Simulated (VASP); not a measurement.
Crystal: Cu.

```
Cu
1.0
     0.00000    1.80750    1.80750
     1.80750    0.00000    1.80750
     1.80750    1.80750    0.00000
Cu
1
Direct
  0.00000 0.00000 0.00000
```

```yaml
Program: VASP 6.6.1
Task: relaxation of cell and atoms
Functional: PBEsol
Potentials_or_basis: VASP PAW PBE potentials, release 64 (Cu)
Cutoff: 600 eV
k_mesh: 12 × 12 × 12
Occupations: fermi-dirac, width 0.05 eV
Spin: no spin polarisation
```

At the start: pressure -5.7 GPa; volume 11.81 Å³/atom.

Task: Where does the relaxation end?

Result: Over 3 steps the energy falls by 8.6 meV/atom and the volume is 11.36 Å³/atom (-3.8 %); space group Fm-3m (No. 225, to 0.05 Å).

The path:
```
step  energy change (eV)  largest force (eV/Å)  pressure (GPa)  volume (Å³)
   1              0.0000                0.0000           -5.74        11.81
   2             -0.0054                0.0000            4.03        11.10
   3             -0.0086                0.0000           -0.04        11.36
```

Final structure:
```
CELL_PARAMETERS angstrom
0.00000 1.78404 1.78404
1.78404 0.00000 1.78404
1.78404 1.78404 0.00000
ATOMIC_POSITIONS crystal
Cu 0.00000 0.00000 0.00000
```

Caveat: the PAW data sets were made with another functional, which shifts forces and pressure a little.
